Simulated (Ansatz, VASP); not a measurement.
SnSe in VASP and in Ansatz

Contents of INCAR:

```
  PREC = Accurate
  ENCUT = 520
  EDIFF = 1E-8
  ISMEAR = -1
  SIGMA = 0.05
  LREAL = F
  LASPH = T
  NELM = 100
  ALGO = Normal
  ISIF = 2
  LWAVE = F
  LCHARG = F
  GGA = PE
  LEFG = T
  NBANDS = 17
```

The input KPOINTS:

```
Automatic mesh
0
Gamma
  9 9 9
```

File POSCAR:

```
SnSe
1.0
    0.0000000000      3.0104337128      3.0104337128
    3.0104337128      0.0000000000      3.0104337128
    3.0104337128      3.0104337128      0.0000000000
Sn Se
1 1
Direct
   -0.0600000000     -0.0600000000      0.0600000000
    0.5600000000      0.5600000000      0.4400000000
```

Input for Ansatz:

```yaml
crystal:
  lattice:
    - [0.0, 3.0104337128, 3.0104337128]
    - [3.0104337128, 0.0, 3.0104337128]
    - [3.0104337128, 3.0104337128, 0.0]
  atoms:
    - { symbol: Sn, position: [-0.06, -0.06, 0.06] }
    - { symbol: Se, position: [0.56, 0.56, 0.44] }
kpoints:
  mp_grid: { grid: [9, 9, 9] }
scf:
  occupations: { method: fermi_dirac, width: 0.05 }
hamiltonian:
  xc: pbe
  pseudopotentials: { kind: paw }
output:
  forces: true
  stress: true
  eigenvalues: true
  efg: { contact_densities: true }
  populations: true
```

Change from the starting cell: shortest bond scaled by 0.76, PAW files.

Alike in both runs: task electric field gradients; functional PBE; k mesh 9 × 9 × 9; occupations fermi-dirac, width 0.05 eV; no spin polarisation.

|  | VASP | Ansatz |
| --- | --- | --- |
| version | VASP 6.6.1 | Ansatz 0.2.0 |
| potentials or method | VASP PAW PBE potentials, release 64 (Sn_d, Se) | PAW with Ansatz's default frozen-core files, scalar-relativistic |
| plane-wave cutoff (eV) | 520 | 420 |
| valence electrons in the cell | 20 | 30 |

VASP gave:

| Property | Result |
| --- | --- |
| pressure (GPa) | 12.6 |
| largest component of the traceless stress (GPa) | 19.04 |
| rms of the force components (eV/Å) | 2.758 |
| Vzz of the field gradient on the site that differs most (V/Å²) | -8.2 |

Task: Which values does Ansatz return?

Result: Pressure (GPa): 12.5; largest component of the traceless stress (GPa): 19.02; rms of the force components (eV/Å): 2.753; Vzz of the field gradient on the site that differs most (V/Å²): 3.4.

Atom by atom the forces differ by 0.005 eV/Å (rms over components). With one functional, cell and mesh, what is left measures potentials, basis and numerics. The two sets of potentials don't hold the same shells in valence. Ansatz warned: «gradients_without_spin_orbit».

Caveats: spin-orbit coupling is left out, which moves the levels of the heavy elements; an odd mesh through Γ misses points on the zone boundary, where band edges often lie; forces of over 1 eV/Å show positions far from the minimum, so gaps and moduli don't describe the material at rest.
